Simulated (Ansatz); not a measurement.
Crystal: Zr.

```
CELL_PARAMETERS angstrom
-1.81000 1.81000 1.81000
1.81000 -1.81000 1.81000
1.81000 1.81000 -1.81000
ATOMIC_POSITIONS crystal
Zr 0.00000 0.00000 0.00000
```

This isn't the form of Zr at room conditions, which is hcp.

| Property | Result |
| --- | --- |
| Program | Ansatz 0.2.0 |
| Task | single point |
| Functional | PBE |
| Potentials or basis | Ansatz PAW |
| Cutoff | 420 eV (not typed: the program's choice for these potentials) |
| k mesh | 10 × 10 × 10 |
| Occupations | fermi-dirac, width 0.05 eV |
| Spin | no spin polarisation |

On this cell: pressure -3.4 GPa; band gap on the k mesh none (metal or under the smearing width).

The same run follows on a disturbed copy (cell strained at random at fixed volume):

```
Zr
1.0
    -1.84427    1.86024    1.77457
     1.87912   -1.87150    1.82068
     1.75054    1.77777   -1.78583
Zr
1
Cartesian
  -0.0278 0.0705 0.0110
```

Task: What does the disturbed cell give?

Result: The energy (extrapolated to zero smearing) moves by +5.7 meV/atom; pressure -3.3 GPa; band gap on the k mesh none (metal or under the smearing width).

Stress tensor (GPa, compression positive):
```
-3.28  1.40 -0.58
 1.40 -3.29  0.35
-0.58  0.35 -3.45
```
